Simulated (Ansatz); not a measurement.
## N: rigid cleavage

Level of theory: DFT PBE+D3(BJ), scalar-relativistic, plane waves, PAW in Ansatz 0.2.0. Settings: plane waves to 420 eV, k-mesh 7×7×2 (Γ-centred), Gaussian smearing 0.05 eV. No spin polarisation. Energies are free energies at this smearing, counted from the undisturbed cell; pressure is positive in compression.

Zero of the scan (relaxed at this level; it needn't be the usual structure):

```
N
1.0
    -3.81655    0.00000    0.00000
    -1.90828   -3.30523    0.00000
     0.00000    0.00000   14.82904
N
8
Direct
  0.33333 0.33333 0.91216
  0.33333 0.33333 0.41216
  0.33333 0.33333 0.83784
  0.33333 0.33333 0.33784
  0.66667 0.66667 0.16216
  0.66667 0.66667 0.66216
  0.66667 0.66667 0.08784
  0.66667 0.66667 0.58784
```

The cut lies on the cell's a–b face, a (0 0 1) plane (indices in the standard cell, whose axes needn't be the Cartesian ones shown) of area 12.61 Å², between layers 2.61 Å apart. Vector c is lengthened by d along the normal with the atoms' Cartesian places fixed: one unrelaxed cut a cell.

```
d (Å) energy (J/m²) traction dE/dd (GPa)
-0.30           0.01                  -0.8
-0.15           0.00                  -0.3
 0.00           0.00                   0.0
 0.25           0.00                   0.2
 0.50           0.01                   0.3
 0.75           0.02                   0.4
 1.00           0.03                   0.3
 1.50           0.04                   0.2
 2.00           0.05                   0.1
 3.00           0.06                   0.0
 4.50           0.06                   0.0
 6.00           0.06                   0.0
```

Cost: 12 runs of about 0.99 core-minutes in all, on Arm Neoverse V1 (shared hosts).